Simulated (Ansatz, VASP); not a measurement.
**BeH8: VASP beside Ansatz**

```
Be H
1.0
     0.00000    2.80787    2.80787
     2.80787    0.00000    2.80787
     2.80787    2.80787    0.00000
Be H
1 8
Direct
  0.00000 0.00000 0.00000
  0.74256 0.25744 0.25744
  0.25744 0.74256 0.74256
  0.25744 0.74256 0.25744
  0.74256 0.25744 0.74256
  0.25744 0.25744 0.74256
  0.74256 0.74256 0.25744
  0.25000 0.25000 0.25000
  0.50000 0.50000 0.50000
```

Alike in both runs: functional PBE; k mesh 6 × 6 × 6; occupations gaussian, width 0.1 eV; no spin polarisation.

Ansatz relaxed the structure, and its values are those at the end. VASP's run is a single point on that final structure, the one shown.

```csv
,VASP,Ansatz
version,VASP 6.6.1,Ansatz 0.2.0
potentials or method,"VASP PAW PBE potentials, release 64 (Be, H)","scalar-relativistic, plane waves, PAW"
plane-wave cutoff (eV),520,420
valence electrons in the cell,10,10
```

```tsv
	VASP	Ansatz	Ansatz less VASP
gap on the k mesh at the Fermi level (eV)	0.14	0.14	+0.001
least direct gap on the mesh (eV)	0.64	0.64	0.000
pressure (GPa)	-0.5	-0.3	+0.23
rms of the force components (eV/Å)	0.004	0.005	+0.0009
```

A k mesh can miss the band edges.
